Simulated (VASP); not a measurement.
# PbSe (Clausthalite) (Fm-3m) in VASP: settings compared, part 2 of 2

VASP 6.6.1.

### 11 Equation of state, PBE, 28.10 Å³/atom (volume scaled by 0.98)

Input file INCAR:

```
SYSTEM = PbSe
PREC     = Accurate       ! precision mode
ENCUT    = 520            ! plane-wave cutoff, eV
EDIFF    = 1E-7           ! SCF threshold, eV
ISMEAR   = -1             ! smearing method
SIGMA    = 0.05           ! smearing width, eV
LREAL    = .FALSE.        ! projectors in reciprocal space
LASPH    = .TRUE.         ! aspherical terms in the spheres
NELM     = 100            ! most SCF steps
ALGO     = Normal         ! electronic algorithm
ISIF     = 2              ! what is computed and relaxed
LWAVE    = .FALSE.        ! write WAVECAR
LCHARG   = .FALSE.        ! write CHGCAR
GGA      = PE             ! functional
NBANDS   = 17             ! bands
```

Input file KPOINTS:

```
regular mesh
0
G
  8 8 8
  0 0 0
```

Input file POSCAR:

```
PbSe
1.0
    0.0000000000      3.0401081059      3.0401081059
    3.0401081059      0.0000000000      3.0401081059
    3.0401081059      3.0401081059      0.0000000000
Pb Se
1 1
Direct
    0.0000000000      0.0000000000      0.0000000000
    0.5000000000      0.5000000000      0.5000000000
```

On the command line:

```
$ cat potpaw_PBE.64/Pb_d/POTCAR potpaw_PBE.64/Se/POTCAR > POTCAR
$ mpirun -np 1 vasp_std > vasp.out
```

It took 36 s on 1 thread of AMD EPYC 7R43 (Zen 3), shared host; peak memory 0.15 GiB.

It converged, with:

* Free energy: -8.1567 eV
* Pressure: 3.6 GPa
* Band gap on the k mesh: 0.22 eV, direct

Caveat: spin-orbit coupling is left out, which as a rule narrows the gap of such compounds by several tenths of an eV.

### 12 Equation of state, PBE, 29.24 Å³/atom (volume scaled by 1.02)

Input file INCAR:

```
PREC     = Accurate       # precision mode
ENCUT    = 520            # plane-wave cutoff, eV
EDIFF    = 1E-7           # SCF threshold, eV
ISMEAR   = -1             # smearing method
SIGMA    = 0.05           # smearing width, eV
LREAL    = F              # projectors in reciprocal space
LASPH    = T              # aspherical terms in the spheres
NELM     = 80             # most SCF steps
ALGO     = Normal         # electronic algorithm
ISIF     = 2              # what is computed and relaxed
LWAVE    = F              # write WAVECAR
LCHARG   = F              # write CHGCAR
GGA      = PE             # functional
NBANDS   = 17             # bands
```

Input file KPOINTS:

```
Automatic mesh
0
Gamma
  8 8 8
```

Input file POSCAR:

```
PbSe
1.0
    0.0000000000      3.0809197960      3.0809197960
    3.0809197960      0.0000000000      3.0809197960
    3.0809197960      3.0809197960      0.0000000000
Pb Se
1 1
Direct
    0.0000000000      0.0000000000      0.0000000000
    0.5000000000      0.5000000000      0.5000000000
```

Potentials or basis: VASP PAW PBE potentials, release 64 (Pb_d, Se).

On the command line:

```
$ cat potpaw_PBE.64/Pb_d/POTCAR potpaw_PBE.64/Se/POTCAR > POTCAR
$ mpirun -np 1 vasp_std > vasp.out
```

It took 45 s on 1 thread of AMD EPYC 7R43 (Zen 3), shared host; peak memory 0.15 GiB.

The run converged. Its results:

* Free energy: -8.1920 eV
* Pressure: 1.3 GPa
* Band gap on the k mesh: 0.36 eV, direct

Caveat: spin-orbit coupling is left out, which as a rule narrows the gap of such compounds by several tenths of an eV.

### 13 Equation of state, PBE, 29.82 Å³/atom (volume scaled by 1.04)

Input file INCAR:

```
SYSTEM = PbSe
PREC     = Accurate       ! precision mode
ENCUT    = 520            ! plane-wave cutoff, eV
EDIFF    = 1E-7           ! SCF threshold, eV
ISMEAR   = -1             ! smearing method
SIGMA    = 0.05           ! smearing width, eV
LREAL    = .FALSE.        ! projectors in reciprocal space
LASPH    = .TRUE.         ! aspherical terms in the spheres
NELM     = 80             ! most SCF steps
ALGO     = Normal         ! electronic algorithm
ISIF     = 2              ! what is computed and relaxed
LWAVE    = .FALSE.        ! write WAVECAR
LCHARG   = .FALSE.        ! write CHGCAR
GGA      = PE             ! functional
NBANDS   = 17             ! bands
```

Input file KPOINTS:

```
Automatic mesh
0
G
  8 8 8
  0 0 0
```

Input file POSCAR:

```
PbSe
1.0
    0.0000000000      3.1009263293      3.1009263293
    3.1009263293      0.0000000000      3.1009263293
    3.1009263293      3.1009263293      0.0000000000
Pb Se
1 1
Direct
    0.0000000000      0.0000000000      0.0000000000
    0.5000000000      0.5000000000      0.5000000000
```

On the command line:

```
$ cat potpaw_PBE.64/Pb_d/POTCAR potpaw_PBE.64/Se/POTCAR > POTCAR
$ mpirun -np 1 vasp_std > vasp.out
```

Wall time 70 s (1 thread of AMD EPYC 7R43 (Zen 3), shared host); peak memory 0.17 GiB.

The run converged. Its results:

```
Free energy            : -8.1982 eV
Pressure               : 0.3 GPa
Band gap on the k mesh : 0.42 eV, direct
```

Caveat: spin-orbit coupling is left out, which as a rule narrows the gap of such compounds by several tenths of an eV.

### 14 Equation of state, PBE, 30.39 Å³/atom (volume scaled by 1.06)

Input file INCAR:

```
PREC = Accurate
ENCUT = 520
EDIFF = 1E-7
ISMEAR = -1
SIGMA = 0.05
LREAL = F
LASPH = T
NELM = 80
ALGO = Normal
ISIF = 2
LWAVE = F
LCHARG = F
GGA = PE
NBANDS = 17
```

Input file KPOINTS:

```
regular mesh
0
Gamma
  8 8 8
```

Input file POSCAR:

```
PbSe
1.0
    0.0000000000      3.1206779849      3.1206779849
    3.1206779849      0.0000000000      3.1206779849
    3.1206779849      3.1206779849      0.0000000000
Pb Se
1 1
Direct
    0.0000000000      0.0000000000      0.0000000000
    0.5000000000      0.5000000000      0.5000000000
```

On the command line:

```
$ cat potpaw_PBE.64/Pb_d/POTCAR potpaw_PBE.64/Se/POTCAR > POTCAR
$ mpirun -np 1 vasp_std > vasp.out
```

Run time: 88 s. Hardware: 1 thread of AMD EPYC 7R43 (Zen 3), shared host; peak memory 0.17 GiB.

It converged, with:

```
Free energy            : -8.1977 eV
Pressure               : -0.5 GPa
Band gap on the k mesh : 0.47 eV, direct
```

Caveat: spin-orbit coupling is left out, which as a rule narrows the gap of such compounds by several tenths of an eV.

### 15 Equation of state, PBE

Potentials or basis: VASP PAW PBE potentials, release 64 (Pb_d, Se).

No new run: the results of the series are fitted here.

What came out:

| Item | Value |
| --- | --- |
| Equilibrium volume | 30.06 Å³/atom |
| Bulk modulus | 47 GPa |
| Pressure derivative of the bulk modulus | 4.2 |

Energy against volume, from the lowest point:
```csv
volume (Å³/atom),energy (meV/atom)
26.951,56.55
27.524,36.17
28.097,20.77
28.671,9.89
29.244,3.10
29.818,0.00
30.391,0.23
```

### 16 Comparison with measurements

Step 8. The cell as given is a measured one (28.67 Å³/atom); PBEsol puts the equilibrium volume -0.9 % from it, thermal expansion not counted.

Step 15. The cell as given is a measured one (28.67 Å³/atom); PBE puts the equilibrium volume +4.8 % from it, thermal expansion not counted.
